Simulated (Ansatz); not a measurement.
# B (B, beta-Sn type): the cost of one run

Computed with Ansatz 0.2.0 (DFT PBE, plane waves (420 eV) with PAW, scalar-relativistic, unless a step says otherwise).

### Step 1. The starting structure

The structure is tetragonal, space group I4_1/amd (No. 141). The conventional cell has a = 3.694 Å, b = 3.694 Å, c = 2.017 Å, α = 90.00°, β = 90.00°, γ = 90.00°. B (site symmetry -4m2) is surrounded by 6 B at 1.91 to 2.02 Å.

Coordinates:

```cif
data_structure
_symmetry_space_group_name_H-M 'I4_1/amd:1'
_symmetry_Int_Tables_number 141
_cell_length_a 3.6942
_cell_length_b 3.6942
_cell_length_c 2.0170
_cell_angle_alpha 90.000
_cell_angle_beta 90.000
_cell_angle_gamma 90.000
_cell_volume 27.53
loop_
_atom_site_label
_atom_site_type_symbol
_atom_site_symmetry_multiplicity
_atom_site_Wyckoff_symbol
_atom_site_fract_x
_atom_site_fract_y
_atom_site_fract_z
_atom_site_occupancy
B1 B 4 a 0.00000 0.00000 0.00000 1
```

### Step 2. Relaxation of the cell

Contents of input.yaml:

```yaml
crystal:
  lattice:
    - [-1.8471104345, 1.8471104345, 1.0085222972]
    - [1.8471104345, -1.8471104345, 1.0085222972]
    - [1.8471104345, 1.8471104345, -1.0085222972]
  atoms:
    - { symbol: B, position: [0.0, 0.0, 0.0] }
    - { symbol: B, position: [0.75, 0.25, 0.5] }
hamiltonian:
  xc: pbe
  pseudopotentials:
    kind: paw
    azcp:
      B: "pseudopotentials/B.paw.azcp"
basis:
  ecutwfc: 420
  fft_grid_basis: typed
kpoints:
  mp_grid: { grid: [17, 17, 12], shift: [0, 0, 0] }
magnetization:
  spin_polarized: false
scf:
  occupations: { method: fermi_dirac, width: 0.1 }
relax:
  max_steps: 60
  f_tol: 0.01
  cell: {}
```

On the command line:

```console
ansatz run input.yaml --threads 1 --pin off --max-ram 3584MiB --backend cpu --events-out ev --progress --plain --runs-dir out
```

Q: Estimate wall time and peak memory on 1 thread of Intel Xeon Platinum 8259CL at 2.50GHz (Skylake/Cascade Lake), shared host.

About 6.2 min, with a peak of 0.63 GiB.
